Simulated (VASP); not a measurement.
Si2W:

```
W Si
1.0
    -1.60690    1.60690    3.91495
     1.60690   -1.60690    3.91495
     1.60690    1.60690   -3.91495
W Si
1 2
Direct
  0.00000 0.00000 0.00000
  0.66530 0.66530 0.00000
  0.33470 0.33470 0.00000
```

Program: VASP 6.6.1. Alike in all runs: potentials or basis VASP PAW PBE potentials, release 64 (W_sv, Si); no spin polarisation; cell as given; k mesh 12 × 12 × 12; cutoff (eV) 520. Hardware: 1 thread of AMD EPYC 9R45 96-Core Processor (Zen 5), on a shared host.

Problem. Order these runs on this cell by their wall time, lowest first.
A. task single point; level PBE; smearing gaussian 0.012 eV
B. task band structure; level LAK; smearing fermi-dirac 0.05 eV
C. task band structure; level TB-mBJ; smearing fermi-dirac 0.05 eV

Solution. A (95 s), C (370 s), B (1100 s).
